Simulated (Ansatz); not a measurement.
# NaI: response to a displaced atom

Aim: deform NaI (atom 2 (I) moved by (0.057, 0.057, 0.000) Å) and compute stress, forces and field gradients with LAPW, PAW and all-electron datasets made for the crystal.

Computed with Ansatz 0.2.0 (DFT PBE, scalar-relativistic, unless a step's input says otherwise).

### 1 The structure to begin with

It takes space group Fm-3m (No. 225, cubic). The conventional cell has a = 6.528 Å, b = 6.528 Å, c = 6.528 Å, α = 90.00°, β = 90.00°, γ = 90.00°. Na (site symmetry m-3m) is surrounded by 6 I at 3.26 Å. Around I (site symmetry m-3m) lie 6 Na at 3.26 Å.

As a file:

```cif
data_structure
_symmetry_space_group_name_H-M 'Fm-3m'
_symmetry_Int_Tables_number 225
_cell_length_a 6.5285
_cell_length_b 6.5285
_cell_length_c 6.5285
_cell_angle_alpha 90.000
_cell_angle_beta 90.000
_cell_angle_gamma 90.000
_cell_volume 278.25
loop_
_atom_site_label
_atom_site_type_symbol
_atom_site_symmetry_multiplicity
_atom_site_Wyckoff_symbol
_atom_site_fract_x
_atom_site_fract_y
_atom_site_fract_z
_atom_site_occupancy
Na1 Na 4 a 0.00000 0.00000 0.00000 1
I1 I 4 b 0.50000 0.00000 0.00000 1
```

The file gives the conventional cell by its symmetry; the runs use the cell typed in the input.

Atoms are numbered in the order of the input: Na1, I2.

### 2 The deformed structure

Space group Fm-3m before, Imm2 after.

### 3 Full-potential LAPW

Contents of input.yaml:

```yaml
crystal:
  lattice:
    - [0.0, 3.2642389549, 3.2642389549]
    - [3.2642389549, 0.0, 3.2642389549]
    - [3.2642389549, 3.2642389549, 0.0]
  atoms:
    - { symbol: Na, position: [0.0, 0.0, 0.0] }
    - { symbol: I, position: [0.5, 0.5, 0.51732992] }
kpoints:
  mp_grid: { grid: [11, 11, 11] }
scf:
  occupations: { method: fermi_dirac, width: 0.08 }
hamiltonian:
  xc: pbe
  pseudopotentials: { kind: all_electron, lapw: { basis_error: 0.0005 } }
output:
  forces: true
  stress: true
  eigenvalues: true
```

On the command line:

```sh
ansatz run input.yaml --threads 1 --pin off --max-ram 2048MiB --backend cpu --events-out ev --progress --plain --runs-dir out
```

### 4 PAW with frozen cores

Changes to input.yaml since step 3:

```diff
@@ -14,3 +14,3 @@
   xc: pbe
-  pseudopotentials: { kind: all_electron, lapw: { basis_error: 0.0005 } }
+  pseudopotentials: { kind: paw }
 output:
@@ -19 +19,2 @@
   eigenvalues: true
+  efg: { contact_densities: true }
```

### 5 Datasets made for this crystal

Changes to input.yaml since step 4:

```diff
@@ -14,3 +14,3 @@
   xc: pbe
-  pseudopotentials: { kind: paw }
+  pseudopotentials: { kind: all_electron, datasets: crystal }
 output:
```

(Steps that only read results are left out.)

What does the calculation give? Wanted: pressure; largest shear or deviatoric stress; force on I2 along the move.

The runs gave:

| quantity | value |
| --- | --- |
| pressure | LAPW 0.05, PAW 0.03, crystal datasets 0.04 GPa |
| largest shear or deviatoric stress (LAPW) | 0.04 GPa |
| force on I2 along the move | -0.062 eV/Å |

In words: I2 feels a force against its move, a stiffness of 0.77 eV/Å² with all periodic images moving together. No run of the undeformed cell stands beside it, so the pressure holds what the given cell had before the change. PAW: stress within 0.01 GPa of LAPW, forces within 1 meV/Å. Crystal datasets: stress within 0.01 GPa of LAPW, forces within 1 meV/Å. Spin-orbit coupling is left out, though the cell holds I; in elements this heavy it can shift bands and gaps by tenths of an eV.

The gaps are Kohn-Sham values of a semilocal functional, not quasiparticle or optical gaps. Such gaps usually fall short of the measured ones; spin-orbit coupling, left out here, narrows gaps with I, so the two errors partly cancel.
